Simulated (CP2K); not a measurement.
Crystal: KTaO3.

```xyz
5
Lattice="3.9883 0.0000 0.0000 0.0000 3.9883 0.0000 0.0000 0.0000 3.9883" Properties=species:S:1:pos:R:3 pbc="T T T"
Ta    0.0000    0.0000    0.0000
K     1.9942    1.9942    1.9942
O     0.0000    0.0000    1.9942
O     0.0000    1.9942    0.0000
O     1.9942    0.0000    0.0000
```

Base run:

* Program: CP2K 2026.2
* Functional: PBE
* Potentials or basis: GTH_POTENTIALS Ta GTH-PBE-q13, K GTH-PBE-q9, O GTH-PBE-q6; DZVP-MOLOPT-SR-GTH basis
* Density cutoff: 8163 eV
* k mesh: 5 × 5 × 5
* Occupations: fermi-dirac, width 0.05 eV
* Spin: no spin polarisation
* Hubbard terms: Ta d U = 6.0 eV

Its results: band gap on the k mesh 2.94 eV, indirect (least direct gap 3.69 eV).

Q: After a change of settings the same cell gave: band gap on the k mesh 2.74 eV, indirect (least direct gap 3.46 eV). Which change was it?
A. hubbard terms from Ta d U = 6.0 eV to Ta d U = 8.0 eV
B. hubbard terms from Ta d U = 6.0 eV to none
C. hubbard terms from Ta d U = 6.0 eV to Ta d U = 4.0 eV

A: C.

Caveats: this program's U acts on Mulliken populations of all basis functions of the shell, so it isn't the U of plane-wave codes; energies scatter by some meV and the pressure isn't listed; spin-orbit coupling is left out, which moves the levels of the heavy elements; an odd mesh through Γ misses points on the zone boundary, where band edges often lie; the basis of atomic orbitals isn't converged, which shifts pressures, moduli and gaps.
